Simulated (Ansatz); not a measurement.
# HfSiO4: the band gap up the ladder of functionals

An exercise on one series of results from a longer session: the logs are not shown, and one member is left open.

Program: Ansatz 0.2.0. PAW datasets, plane waves. These are computed values for a spin-unpolarised cell that may be hypothetical; none is a measurement.

## The cell

The cell was relaxed beforehand with r2SCAN.

The symmetry is Pc (No. 7, monoclinic); conventional cell a = 4.658 Å, b = 4.856 Å, c = 5.210 Å, β = 96.3°, 9.76 Å³ an atom. Near Hf stand 7 O at 2.06–2.21 Å; near Si stand 4 O at 1.68–1.76 Å; near O stand 1 Si at 1.69 Å and 2 Hf at 2.06–2.20 Å; near O stand 1 Si at 1.76 Å and 2 Hf at 2.10–2.21 Å; near O stand 1 Si at 1.68 Å and 2 Hf at 2.07–2.18 Å.

As a file:

```cif
data_structure
_symmetry_space_group_name_H-M 'P 1'
_symmetry_Int_Tables_number 1
_cell_length_a 4.6575
_cell_length_b 4.8555
_cell_length_c 5.2100
_cell_angle_alpha 90.000
_cell_angle_beta 96.326
_cell_angle_gamma 90.000
_cell_volume 117.10
loop_
_atom_site_label
_atom_site_type_symbol
_atom_site_fract_x
_atom_site_fract_y
_atom_site_fract_z
_atom_site_occupancy
Hf1 Hf 0.28709 0.21850 0.72583 1
Si1 Si 0.76096 0.70738 0.79929 1
Si2 Si 0.76096 0.29262 0.29929 1
Hf2 Hf 0.28709 0.78150 0.22583 1
O1 O 0.45330 0.57662 0.89579 1
O2 O 0.55201 0.92074 0.57896 1
O3 O 0.55201 0.07926 0.07896 1
O4 O 0.45330 0.42338 0.39579 1
O5 O 0.02574 0.06483 0.38364 1
O6 O 0.92089 0.52323 0.11649 1
O7 O 0.92089 0.47677 0.61649 1
O8 O 0.02574 0.93517 0.88364 1
```

Set-up of the first run:

The input, input.yaml:

```yaml
crystal:
  lattice:
    - [4.656321174, 0.0, 0.1061079922]
    - [0.0, 4.8555151531, 0.0]
    - [-0.6918792866, 0.0, 5.1638224653]
  atoms:
    - { symbol: Hf, position: [0.2870940542, 0.2184963093, 0.7258267317] }
    - { symbol: Si, position: [0.7609563764, 0.7073758787, 0.7992927985] }
    - { symbol: Si, position: [0.7609563764, 0.2926241213, 0.2992927985] }
    - { symbol: Hf, position: [0.2870940542, 0.7815036907, 0.2258267317] }
    - { symbol: O, position: [0.4533029345, 0.5766163213, 0.8957896885] }
    - { symbol: O, position: [0.5520127818, 0.9207391367, 0.578963039] }
    - { symbol: O, position: [0.5520127818, 0.0792608633, 0.078963039] }
    - { symbol: O, position: [0.4533029345, 0.4233836787, 0.3957896885] }
    - { symbol: O, position: [0.0257436334, 0.0648295663, 0.3836410706] }
    - { symbol: O, position: [0.9208902196, 0.5232260599, 0.1164866718] }
    - { symbol: O, position: [0.9208902196, 0.4767739401, 0.6164866718] }
    - { symbol: O, position: [0.0257436334, 0.9351704337, 0.8836410706] }
kpoints:
  mp_grid: { grid: [6, 6, 6] }
  band_path:
    path:
      - [0.0, 0.0, 0.0]
      - [2.718452841094e-35, 0.5, 2.280660712397e-18]
      - [-3.542873358586e-18, 0.5, 0.5]
      - [-3.542873358586e-18, -3.086906916561e-34, 0.5]
      - [0.0, 0.0, 0.0]
      - [-0.5, 2.82334222347e-19, 0.5]
      - [-0.5, 0.5, 0.5]
      - [2.718452841094e-35, 0.5, 2.280660712397e-18]
      - [-0.5, 0.5, -7.239939735065e-18]
      - [-0.5, 2.82334222347e-19, -1.607481385024e-17]
      - [0.0, 0.0, 0.0]
    npoints: 10
hamiltonian:
  xc: pbe
scf:
  occupations: { method: fermi_dirac, width: 0.02 }
  n_extra_bands: 7
output:
  forces: true
  stress: true
  eigenvalues: true
```

Among the steps run: PBE bands along the symmetry lines; r2SCAN at the same geometry; HSE06 at the same geometry; PBE+SOC at the same geometry; PBE0 at the same geometry.

One of the session's tables, all rows but one given; the rest of the session is left out.

```
  level  gap (eV)
    PBE      4.26
 r2SCAN         ?
  HSE06      6.01
PBE+SOC      4.24
   PBE0      6.78
```

Estimate the missing values for r2SCAN.

The run gave: gap (eV): 4.82. In the column «gap (eV)» it lies between PBE (4.26) and HSE06 (6.01).

Meshes: PBE 6×6×6, r2SCAN 6×6×6, HSE06 4×4×4, PBE+SOC 6×6×6, PBE0 4×4×4

PBE reaches 71 % of the HSE06 value, and r2SCAN 80 %. PBE0 lies 0.77 eV above HSE06, which differs from it by screening the long-range exchange.

Caveats from the session: Warnings in the runs' records: stress scf threshold loose, stress exchange threshold loose.
